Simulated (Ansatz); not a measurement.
**NiO2 under changes of volume**

One of the cells (10.443 Å³/atom); the others are scaled copies at fixed shape and fractional positions:

```
Ni O
1.0
     2.79878    0.00000    0.00000
    -1.39939    2.42382    0.00000
     0.00000    0.00000    4.61827
Ni O
1 2
Cartesian
  0.0000 0.0000 2.3091
  0.0000 1.6159 1.3576
  1.3994 0.8079 3.2607
```

The cell comes from a database or a generator and needn't be the stable form of this composition.

- Program: Ansatz 0.2.0
- Functional: LDA
- Potentials or basis: Ansatz PAW
- Cutoff: 420 eV (not typed: the program's choice for these potentials)
- k mesh: 11 × 11 × 6
- Occupations: fermi-dirac, width 0.05 eV
- Spin: collinear spin, ferromagnetic start
- Starting moments: [1.0, 0.0, 0.0] μB

```csv
volume (Å³/atom),energy over the lowest point (meV/atom),pressure (GPa),gap on the mesh (eV),largest force (eV/Å)
9.816,0.00,1.0,0.88,0.022
10.025,1.71,-3.6,0.86,0.331
10.234,9.08,-7.7,0.84,0.614
10.443,21.46,-11.3,0.81,0.874
10.652,38.28,-14.5,0.79,1.112
10.861,?,?,?,?
11.070,83.55,-19.9,0.76,1.533
```

Q: What does the run at 10.861 Å³/atom give?

A: Energy over the lowest point 59.18 meV/atom; pressure -17.4 GPa; gap on the mesh 0.78 eV; largest force 1.332 eV/Å.

Worked out: A Birch-Murnaghan fit of order 3 (a polynomial in V^(-2/3)) to the other rows has its minimum at 9.86 Å³/atom with B0 = V·E''(V) = 222 GPa and B' = 4.4 at fixed shape and positions, which overstates the stiffness. It gives 59.14 meV/atom at 10.861 Å³/atom, against the run's 59.18, and -dE/dV = -17.4 GPa, against -17.4. A straight line through the other rows of the gap, of slope -1.04 eV per unit of ln V, gives 0.77 eV, against the run's 0.78.

Energies are extrapolated to zero smearing.

Caveats: odd divisions of the mesh miss points on the zone boundary, where band edges often lie, so the gap on the mesh can be too wide; the PAW data sets come from PBE, with cores solved anew for the run's functional, which leaves a small shift of forces and pressure; the starting moments weren't kept; forces of over 1 eV/Å show positions far from the minimum, so gaps and moduli don't describe the material at rest (some runs).

A mesh can miss the band edges.
